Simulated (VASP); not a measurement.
# Mn3Sb (Pm-3m) in VASP: settings compared

One crystal, Mn3Sb, is run at these levels: r2SCAN, MS2, r2SCAN+D4; tasks: relaxation of cell and atoms.

Everything below comes from runs of VASP 6.6.1. Logs are shortened: lines on timing, memory, paths and dates and some standing lists are left out, and cuts for length are marked.

**1. The structure**

It takes space group Pm-3m (No. 221, cubic). Conventional cell: a = 3.813 Å, b = 3.813 Å, c = 3.813 Å, α = 90.00°, β = 90.00°, γ = 90.00°. Around Sb (site symmetry m-3m) lie 12 Mn at 2.70 Å. Mn (site symmetry 4/mmm) has 4 Sb at 2.70 Å and 8 Mn at 2.70 Å as nearest neighbours.

The cell comes from a database or a generator and needn't be the stable form of this composition.

**2. Relaxation of cell and atoms, r2SCAN, collinear spin, ferromagnetic start**

Contents of INCAR:

```
SYSTEM = Mn3Sb
PREC     = Accurate       ! precision mode
ENCUT    = 600            ! plane-wave cutoff, eV
EDIFF    = 1E-6           ! SCF threshold, eV
ISMEAR   = 1              ! smearing method
SIGMA    = 0.1            ! smearing width, eV
LREAL    = .FALSE.        ! projectors in reciprocal space
LASPH    = .TRUE.         ! aspherical terms in the spheres
NELM     = 150            ! most SCF steps
ALGO     = Normal         ! electronic algorithm
ISIF     = 3              ! what is computed and relaxed
LWAVE    = .FALSE.        ! write WAVECAR
LCHARG   = .FALSE.        ! write CHGCAR
ISPIN    = 2              ! spin polarisation
MAGMOM   = 0 4 4 4        ! initial moments
LORBIT   = 11             ! projections on sites
LMAXMIX  = 4              ! l up to which the mixer works
METAGGA  = R2SCAN         ! meta-GGA
LMIXTAU  = .TRUE.       
IBRION   = 2              ! ionic algorithm
NSW      = 60             ! ionic steps
EDIFFG   = -0.01          ! ionic threshold
```

Contents of KPOINTS:

```
regular mesh
0
G
  7 7 7
  0 0 0
```

Contents of POSCAR:

```
Mn3Sb
1.0
    3.8133820000      0.0000000000      0.0000000000
    0.0000000000      3.8133820000      0.0000000000
    0.0000000000      0.0000000000      3.8133820000
Sb Mn
1 3
Direct
    0.0000000000      0.0000000000      0.0000000000
    0.5000000000      0.0000000000      0.5000000000
    0.5000000000      0.5000000000      0.0000000000
    0.0000000000      0.5000000000      0.5000000000
```

Potentials or basis: VASP PAW PBE potentials, release 64 (Sb, Mn_pv).

The run is started by

```sh
> cat potpaw_PBE.64/Sb/POTCAR potpaw_PBE.64/Mn_pv/POTCAR > POTCAR
> mpirun -np 1 vasp_std > vasp.out
```

OUTCAR:

```text
SYSTEM = Mn3Sb
   PREC = Accurate
   ENCUT = 600
   EDIFF = 1E-6
   ISMEAR = 1
   LREAL = .FALSE.
   LASPH = .TRUE.
   NELM = 150
   ISIF = 3
   ISPIN = 2
   LORBIT = 11
   METAGGA = R2SCAN
   IBRION = 2
   NSW = 60
   EDIFFG = -0.01

 ion  position               nearest neighbor table
   1  0.000  0.000  0.000-   2 2.70   3 2.70   4 2.70   2 2.70   4 2.70   3 2.70   4 2.70   4 2.70
                             2 2.70   3 2.70   2 2.70   3 2.70
   2  0.500  0.000  0.500-   1 2.70   3 2.70   4 2.70   1 2.70   3 2.70   3 2.70   4 2.70   3 2.70
                             1 2.70   4 2.70   1 2.70   4 2.70
   3  0.500  0.500  0.000-   1 2.70   2 2.70   4 2.70   2 2.70   4 2.70   1 2.70   2 2.70   2 2.70
                             1 2.70   4 2.70   4 2.70   1 2.70
   4  0.000  0.500  0.500-   1 2.70   2 2.70   3 2.70   1 2.70   3 2.70   1 2.70   2 2.70   1 2.70
                             2 2.70   3 2.70   3 2.70   2 2.70

  LATTYP: Found a simple cubic cell.
 ALAT       =     3.8133820000

  Lattice vectors:

 A1 = (   3.8133820000,   0.0000000000,   0.0000000000)
 A2 = (   0.0000000000,   3.8133820000,   0.0000000000)
 A3 = (   0.0000000000,   0.0000000000,   3.8133820000)

Analysis of symmetry for initial positions (statically):
=====================================================================
 Subroutine PRICEL returns:
 Original cell was already a primitive cell.

 Routine SETGRP: Setting up the symmetry group for a
 simple cubic supercell.

 Subroutine GETGRP returns: Found 48 space group operations
 (whereof 48 operations were pure point group operations)
 out of a pool of 48 trial point group operations.

The static configuration has the point symmetry O_h .

Analysis of symmetry for dynamics (positions and initial velocities):
=====================================================================
 Subroutine PRICEL returns:
 Original cell was already a primitive cell.

 Routine SETGRP: Setting up the symmetry group for a
 simple cubic supercell.

 Subroutine GETGRP returns: Found 48 space group operations
 (whereof 48 operations were pure point group operations)
 out of a pool of 48 trial point group operations.

The dynamic configuration has the point symmetry O_h .

Analysis of structural, dynamic, and magnetic symmetry:
=====================================================================
 Subroutine PRICEL returns:
 Original cell was already a primitive cell.

 Routine SETGRP: Setting up the symmetry group for a
 simple cubic supercell.

 Subroutine GETGRP returns: Found 48 space group operations
 (whereof 48 operations were pure point group operations)
 out of a pool of 48 trial point group operations.

The overall configuration has the point symmetry O_h .

 Subroutine INISYM returns: Found 48 space group operations
 (whereof 48 operations are pure point group operations),
 and found     1 'primitive' translations

----------------------------------------------------------------------------------------

                                     Primitive cell

  volume of cell :      55.4538

  direct lattice vectors                    reciprocal lattice vectors
     3.813382000  0.000000000  0.000000000     0.262234416  0.000000000  0.000000000
     0.000000000  3.813382000  0.000000000     0.000000000  0.262234416  0.000000000
     0.000000000  0.000000000  3.813382000     0.000000000  0.000000000  0.262234416

  length of vectors
     3.813382000  3.813382000  3.813382000     0.262234416  0.262234416  0.262234416

  position of ions in fractional coordinates (direct lattice)
     0.000000000  0.000000000  0.000000000
     0.500000000  0.000000000  0.500000000
     0.500000000  0.500000000  0.000000000
     0.000000000  0.500000000  0.500000000

  ion indices of the primitive-cell ions
   primitive index   ion index
                 1           1
                 2           2
                 3           3
                 4           4

----------------------------------------------------------------------------------------

 KPOINTS: regular mesh

Automatic generation of k-mesh.
 Grid dimensions read from file:
 generate k-points for:    7    7    7

 Generating k-lattice:

  Cartesian coordinates                     Fractional coordinates (reciprocal lattice)
     0.037462059  0.000000000  0.000000000     0.142857143  0.000000000  0.000000000
     0.000000000  0.037462059  0.000000000     0.000000000  0.142857143  0.000000000
     0.000000000  0.000000000  0.037462059     0.000000000  0.000000000  0.142857143

  Length of vectors
     0.037462059  0.037462059  0.037462059

  Shift w.r.t. Gamma in fractional coordinates (k-lattice)
     0.000000000  0.000000000  0.000000000

 Subroutine IBZKPT returns following result:
 ===========================================

 Found     20 irreducible k-points:

 Following reciprocal coordinates:
            Coordinates               Weight
  0.000000  0.000000  0.000000      1.000000
[... 43 lines left out ...]
   IALGO  =     38    algorithm
   IMIX   =      4    mixing-type and parameters
     AMIX     =   0.40;   BMIX     =  1.00
     AMIX_MAG =   1.60;   BMIX_MAG =  1.00
  volume/ion in A,a.u.               =      13.86        93.56
  Fermi-wavevector in a.u.,A,eV,Ry     =   1.515591  2.864052 31.252810  2.297017
  Thomas-Fermi vector in A             =   2.625094
   LORBIT       =     11    0 simple, 1 ext, 2 COOP (PROOUT), +10 PAW based schemes
   METAGGA = R2SCAN    functional components
   LHFCALC =     F    Hartree Fock is set to
   AEXX    =    0.0000 exact exchange contribution
   IVDW    =     0    specifies the selected vdW correction
   LEPSILON=     F    determine dielectric tensor
   LRPA    =     F    only Hartree local field effects (RPA)
 conjugate gradient relaxation of ions
 spin polarized calculation
 Methfessel and Paxton  Order N= 1 SIGMA  =   0.10
  energy-cutoff  :      600.00
  volume of cell :       55.45
 maximum number of plane-waves:      1870
   NGX = 15   NGY = 15   NGZ = 15

--------------------------------------- Ionic step        1  -------------------------------------------

 number of electron      44.0000000 magnetization      12.0000000

 number of electron      44.0000050 magnetization       8.7810512

 Free energy of the ion-electron system (eV)
  ---------------------------------------------------
  ext. energy  EPLUGINS =         0.00000000
  ---------------------------------------------------
  free energy    TOTEN  =       -69.69158348 eV

  energy without entropy =      -69.69200912  energy(sigma->0) =      -69.69172536

 E-fermi :  10.9245     XC(G=0): -13.7505

 val. band max:       10.8862138430   @ k =   0.1429   0.0000   0.0000
 cond. band min:      10.9371239831   @ k =   0.4286   0.4286   0.1429
 fundamental gap:      0.0509101401
 Fermi energy:        10.9244834840

 spin component 1

 k-point     1 :       0.0000    0.0000    0.0000
  band No.  band energies     occupation
      1     -40.7013      1.00000
      2     -40.7013      1.00000
      3     -40.7013      1.00000
      4     -40.6390      1.00000
      5     -40.6390      1.00000
      6     -40.6390      1.00000
[... 1454 lines left out ...]
 POSITION                                       TOTAL-FORCE (eV/Angst)
 -----------------------------------------------------------------------------------
      0.00000      0.00000      0.00000         0.000000      0.000000      0.000000
      2.00406      0.00000      2.00406         0.000000      0.000000      0.000000
      2.00406      2.00406     -0.00000         0.000000      0.000000      0.000000
      0.00000      2.00406      2.00406        -0.000000      0.000000      0.000000
 -----------------------------------------------------------------------------------
    total drift:                                0.000000      0.000000     -0.000000

  FREE ENERGIE OF THE ION-ELECTRON SYSTEM (eV)
  ---------------------------------------------------
  free  energy   TOTEN  =       -70.1201368325 eV

  energy  without entropy=      -70.1213729299  energy(sigma->0) =      -70.12054886

--------------------------------------- Ionic step        3  -------------------------------------------

 number of electron      44.0000105 magnetization      10.7322546

 Free energy of the ion-electron system (eV)
  ---------------------------------------------------
  ext. energy  EPLUGINS =         0.00000000
  ---------------------------------------------------
  free energy    TOTEN  =       -70.12192970 eV

  energy without entropy =      -70.12240747  energy(sigma->0) =      -70.12208896

 E-fermi :   9.1122     XC(G=0): -12.7679

 val. band max:        9.0602774124   @ k =   0.2857   0.2857   0.1429
 cond. band min:       9.1316685174   @ k =   0.2857   0.1429   0.1429
 fundamental gap:      0.0713911049
 Fermi energy:         9.1121870259

 spin component 1

 k-point     1 :       0.0000    0.0000    0.0000
  band No.  band energies     occupation
      1     -42.8740      1.00000
      2     -42.8740      1.00000
      3     -42.8740      1.00000
      4     -42.8454      1.00000
      5     -42.8454      1.00000
      6     -42.8454      1.00000
[... 1414 lines left out ...]
 POSITION                                       TOTAL-FORCE (eV/Angst)
 -----------------------------------------------------------------------------------
      0.00000      0.00000      0.00000         0.000000      0.000000      0.000000
      2.00994      0.00000      2.00994         0.000000      0.000000      0.000000
      2.00994      2.00994     -0.00000         0.000000      0.000000      0.000000
      0.00000      2.00994      2.00994        -0.000000      0.000000      0.000000
 -----------------------------------------------------------------------------------
    total drift:                                0.000000      0.000000     -0.000000

  FREE ENERGIE OF THE ION-ELECTRON SYSTEM (eV)
  ---------------------------------------------------
  free  energy   TOTEN  =       -70.1219297048 eV

  energy  without entropy=      -70.1224074719  energy(sigma->0) =      -70.12208896

 reached required accuracy - stopping structural energy minimisation

 total charge

# of ion       s       p       d       tot
------------------------------------------
    1        1.068   1.341   0.088   2.497
    2        0.306   6.220   5.042  11.568
    3        0.306   6.220   5.042  11.568
    4        0.306   6.220   5.042  11.568
--------------------------------------------------
tot          1.985  20.002  15.214  37.201

 magnetization (x)

# of ion       s       p       d       tot
------------------------------------------
    1        0.011  -0.156  -0.005  -0.150
    2       -0.001   0.008   3.569   3.576
    3       -0.001   0.008   3.569   3.576
    4       -0.001   0.008   3.569   3.576
--------------------------------------------------
tot          0.007  -0.132  10.701  10.576
```

It took 12 min on 1 thread of Intel Xeon Platinum 8259CL at 2.50GHz (Skylake/Cascade Lake), shared host; peak memory 0.25 GiB.

What came out:

```
Free energy                                           : -70.1219 eV
Relaxed volume                                        : 16.24 Å³/atom
Relaxed cell                                          : a = 4.020 Å, b = 4.020 Å, c = 4.020 Å, α = 90.00°, β = 90.00°, γ = 90.00°
Space group after relaxing (to 0.05 Å)                : Pm-3m (No. 221)
Energy gained by relaxing                             : 107.6 meV/atom
Ionic steps                                           : 3
Pressure after relaxing                               : 0.1 GPa
Band gap on the k mesh                                : none (metal or under the smearing width)
Net moment                                            : 10.73 μB per cell
Site moments                                          : Sb -0.15; Mn +3.58 μB
Valence electrons inside the program's atomic spheres : Sb 2.50; Mn 11.57
```

The path:
```
step  energy change (eV)  largest force (eV/Å)  pressure (GPa)  volume (Å³)
   1              0.0000                0.0000           12.23        55.45
   2             -0.4286                0.0000            1.03        64.39
   3             -0.4303                0.0000            0.09        64.96
```

Final structure:
```
Sb Mn
1.0
     4.01988    0.00000    0.00000
     0.00000    4.01988    0.00000
     0.00000    0.00000    4.01988
Sb Mn
1 3
Direct
  0.00000 0.00000 0.00000
  0.50000 0.00000 0.50000
  0.50000 0.50000 0.00000
  0.00000 0.50000 0.50000
```

Caveat: the volume moved by over 15 % at a fixed basis, so the end points are rough; the PAW data sets were made with another functional, which shifts forces and pressure a little; only a ferromagnetic start was run, and an antiferromagnetic order may lie lower in energy. The run has no spin-orbit coupling, so splittings on Sb are missing.

**3. Relaxation of cell and atoms, MS2, collinear spin, ferromagnetic start**

Contents of INCAR:

```
PREC = Accurate
ENCUT = 600
EDIFF = 1E-6
ISMEAR = 1
SIGMA = 0.1
LREAL = False
LASPH = True
NELM = 100
ALGO = Normal
ISIF = 3
LWAVE = False
LCHARG = False
ISPIN = 2
MAGMOM = 0 4 4 4
LORBIT = 11
LMAXMIX = 4
METAGGA = MS2
LMIXTAU = True
IBRION = 2
NSW = 60
EDIFFG = -0.01
```

Contents of KPOINTS:

```
Automatic mesh
0
Gamma
  7 7 7
```

POSCAR is that of step 2.

Potentials or basis: VASP PAW PBE potentials, release 64 (Sb, Mn_pv).

The run is started by

```sh
> cat potpaw_PBE.64/Sb/POTCAR potpaw_PBE.64/Mn_pv/POTCAR > POTCAR
> mpirun -np 1 vasp_std > vasp.out
```

It took 15 min on 1 thread of Intel Xeon Platinum 8259CL at 2.50GHz (Skylake/Cascade Lake), shared host; peak memory 0.25 GiB.

It converged, with:

```
Free energy                                           : -38.9355 eV
Relaxed volume                                        : 13.34 Å³/atom
Relaxed cell                                          : a = 3.765 Å, b = 3.765 Å, c = 3.765 Å, α = 90.00°, β = 90.00°, γ = 90.00°
Space group after relaxing (to 0.05 Å)                : Pm-3m (No. 221)
Energy gained by relaxing                             : 11.2 meV/atom
Ionic steps                                           : 4
Pressure after relaxing                               : -0.1 GPa
Band gap on the k mesh                                : none (metal or under the smearing width)
Net moment                                            : 6.00 μB per cell
Site moments                                          : Sb -0.11; Mn +2.00 μB
Valence electrons inside the program's atomic spheres : Sb 2.62; Mn 11.87
```

Step by step:
```csv
step,energy change (eV),largest force (eV/Å),pressure (GPa),volume (Å³)
1,0.0000,0.0000,-7.10,55.45
2,0.0514,0.0000,11.43,50.67
3,-0.0447,0.0000,-0.52,53.48
4,-0.0447,0.0000,-0.06,53.35
```

Final structure:
```
CELL_PARAMETERS angstrom
3.76451 0.00000 0.00000
0.00000 3.76451 0.00000
0.00000 0.00000 3.76451
ATOMIC_POSITIONS crystal
Sb 0.00000 0.00000 0.00000
Mn 0.50000 0.00000 0.50000
Mn 0.50000 0.50000 0.00000
Mn 0.00000 0.50000 0.50000
```

Levels at points of the mesh, in eV from the Fermi level:
Spin up:
```csv
k point,band 21,band 22,band 23,band 24,band 25,band 26,band 27,band 28,band 29,band 30
"(0.00, 0.00, 0.00)",-1.35,-1.35,-1.24,-1.24,0.02,1.35,1.35,1.35,3.23,6.40
```
Spin down:
```
           k point  band 16  band 17  band 18  band 19  band 20  band 21  band 22  band 23
(0.00, 0.00, 0.00)    -2.11    -1.74    -1.74    -1.74     1.33     1.33     1.33     2.07
```

Caveat: the PAW data sets were made with another functional, which shifts forces and pressure a little; only a ferromagnetic start was run, and an antiferromagnetic order may lie lower in energy. The run has no spin-orbit coupling, so splittings on Sb are missing.

**4. Relaxation of cell and atoms, r2SCAN+D4, collinear spin, ferromagnetic start**

Contents of INCAR:

```
PREC = Accurate
ENCUT = 600
EDIFF = 1E-6
ISMEAR = 1
SIGMA = 0.1
LREAL = False
LASPH = True
NELM = 150
ALGO = Normal
ISIF = 3
LWAVE = False
LCHARG = False
ISPIN = 2
MAGMOM = 0 4 4 4
LORBIT = 11
LMAXMIX = 4
METAGGA = R2SCAN
LMIXTAU = True
IVDW = 13
VDW_S6 = 1.0
VDW_S8 = 0.6018749
VDW_A1 = 0.51559235
VDW_A2 = 5.77342911
IBRION = 2
NSW = 40
EDIFFG = -0.01
```

Contents of KPOINTS:

```
regular mesh
0
Gamma
  7 7 7
```

POSCAR is that of step 3.

The run is started by

```sh
> cat potpaw_PBE.64/Sb/POTCAR potpaw_PBE.64/Mn_pv/POTCAR > POTCAR
> mpirun -np 1 vasp_std > vasp.out
```

Wall time 16 min (1 thread of Intel Xeon Platinum 8259CL at 2.50GHz (Skylake/Cascade Lake), shared host); peak memory 0.24 GiB.

The run converged. Its results:

```yaml
Free_energy: -70.6572 eV
Relaxed_volume: 16.09 Å³/atom
Relaxed_cell: a = 4.008 Å, b = 4.008 Å, c = 4.008 Å, α = 90.00°, β = 90.00°, γ = 90.00°
Space_group_after_relaxing_to_0.05_Å: Pm-3m (No. 221)
Energy_gained_by_relaxing: 88.5 meV/atom
Ionic_steps: 4
Pressure_after_relaxing: -0.1 GPa
Band_gap_on_the_k_mesh: none (metal or under the smearing width)
Net_moment: 10.71 μB per cell
Site_moments: Sb -0.15; Mn +3.57 μB
Valence_electrons_inside_the_program's_atomic_spheres: Sb 2.50; Mn 11.58
Dispersion_energy_per_atom: -0.134 eV
```

Step by step:
```
step  energy change (eV)  largest force (eV/Å)  pressure (GPa)  volume (Å³)
   1              0.0000                0.0000           10.70        55.45
   2             -0.3464                0.0000            2.31        63.22
   3             -0.3527                0.0000           -0.81        64.79
   4             -0.3540                0.0000           -0.09        64.38
```

Final structure:
```cif
data_structure
_symmetry_space_group_name_H-M 'P 1'
_symmetry_Int_Tables_number 1
_cell_length_a 4.0078
_cell_length_b 4.0078
_cell_length_c 4.0078
_cell_angle_alpha 90.000
_cell_angle_beta 90.000
_cell_angle_gamma 90.000
_cell_volume 64.38
loop_
_atom_site_label
_atom_site_type_symbol
_atom_site_fract_x
_atom_site_fract_y
_atom_site_fract_z
_atom_site_occupancy
Sb1 Sb 0.00000 0.00000 0.00000 1
Mn1 Mn 0.50000 0.00000 0.50000 1
Mn2 Mn 0.50000 0.50000 0.00000 1
Mn3 Mn 0.00000 0.50000 0.50000 1
```

Levels at points of the mesh, in eV from the Fermi level:
Spin up:
```tsv
k point	band 26	band 27	band 28	band 29	band 30	band 31
(0.00, 0.00, 0.00)	-0.94	-0.94	-0.94	1.19	4.59	4.59
```
Spin down:
| k point | band 15 | band 16 | band 17 | band 18 | band 19 | band 20 |
| --- | --- | --- | --- | --- | --- | --- |
| (0.00, 0.00, 0.00) | -1.43 | -1.43 | -0.63 | -0.63 | -0.63 | 1.98 |

Caveat: the volume moved by over 15 % at a fixed basis, so the end points are rough; the PAW data sets were made with another functional, which shifts forces and pressure a little; only a ferromagnetic start was run, and an antiferromagnetic order may lie lower in energy; pairwise dispersion overbinds metals, which lowers pressure and volume.

**5. The runs side by side**

| level | gap on the mesh (eV) | pressure (GPa) | moment (μB) | relaxed volume (Å³/atom) |
| --- | --- | --- | --- | --- |
| r2SCAN | none | 0.1 | 10.73 | 16.24 |
| MS2 | none | -0.1 | 6.00 | 13.34 |
| r2SCAN+D4 | none | -0.1 | 10.71 | 16.09 |

Alike in all rows: task relaxation of cell and atoms; potentials or basis VASP PAW PBE potentials, release 64 (Sb, Mn_pv); spin collinear, ferromagnetic start; cell relaxed; k mesh 7 × 7 × 7; cutoff (eV) 600; smearing methfessel-paxton 0.1 eV.

Caveats: the PAW data sets were made with another functional, which shifts forces and pressure a little; only a ferromagnetic start was run, and an antiferromagnetic order may lie lower in energy; the volume moved by over 15 % at a fixed basis, so the end points are rough (some runs); pairwise dispersion overbinds metals, which lowers pressure and volume (some runs).

Total energies depend on the potentials used, so only differences within one code and one set of settings carry meaning.
